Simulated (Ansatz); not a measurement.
## Ta under changes of volume

One of the cells (18.010 Å³/atom); the others are scaled copies at fixed shape and fractional positions:

```
CELL_PARAMETERS angstrom
-1.65128 1.65128 1.65128
1.65128 -1.65128 1.65128
1.65128 1.65128 -1.65128
ATOMIC_POSITIONS crystal
Ta 0.00000 0.00000 0.00000
```

```yaml
Program: Ansatz 0.2.0
Functional: PBEsol
Potentials_or_basis: all-electron LAPW, scalar-relativistic
Cutoff: 283 eV (chosen from the basis error)
Basis_error_allowed: 0.0005 eV/atom
k_mesh: 11 × 11 × 11
Occupations: fermi-dirac, width 0.05 eV
Spin: no spin polarisation
```

| volume (Å³/atom) | energy over the lowest point (meV/atom) | pressure (GPa) |
| --- | --- | --- |
| 16.930 | 18.84 | 9.3 |
| 17.290 | 3.91 | 4.2 |
| 17.650 | 0.00 | -0.3 |
| 18.010 | 5.90 | -4.4 |
| 18.371 | 20.49 | -8.0 |
| 18.731 | ? | ? |
| 19.091 | 71.93 | -14.2 |

What does the run at 18.731 Å³/atom give?

Energy over the lowest point 42.77 meV/atom; pressure -11.3 GPa.

Worked out: A Birch-Murnaghan fit of order 3 (a polynomial in V^(-2/3)) to the other rows has its minimum at 17.61 Å³/atom with B0 = V·E''(V) = 216 GPa and B' = 4.8. It gives 42.79 meV/atom at 18.731 Å³/atom, against the run's 42.77, and -dE/dV = -11.5 GPa, against -11.3.

Energies are extrapolated to zero smearing.

The runs don't all hold the same shells in valence.
